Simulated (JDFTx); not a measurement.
The system is AlN.

```xyz
2
Lattice="0.0000 2.1840 2.1840 2.1840 0.0000 2.1840 2.1840 2.1840 0.0000" Properties=species:S:1:pos:R:3 pbc="T T T"
Al    0.0000    0.0000    0.0000
N     1.0920    1.0920    1.0920
```

Measurements of this composition are mostly on another form, of space group No. 186.

Base run:

```yaml
Program: JDFTx 1.7.0 (patched build)
Functional: PBE
Potentials_or_basis: PseudoDojo-SR-PBE-0.5-standard
Cutoff: 1143 eV
Density_cutoff: 9143 eV
k_mesh: 10 × 10 × 10
Occupations: fermi-dirac, width 0.05 eV
Spin: no spin polarisation
```

Its results: band gap on the k mesh 3.32 eV, indirect (least direct gap 4.19 eV); pressure 4.5 GPa.

**Question.** The run is repeated on the same cell with these changes: functional from PBE to PBEsol; potentials or basis from PseudoDojo-SR-PBE-0.5-standard to PseudoDojo-SR-PBEsol-0.4.1-standard. What comes out?

**Answer.** Band gap on the k mesh 3.19 eV, indirect (least direct gap 4.12 eV); pressure 1.2 GPa.

Caveats: the empty levels aren't tightly converged (some runs).

A k mesh can miss the band edges.

Not every run made on this cell is shown here.
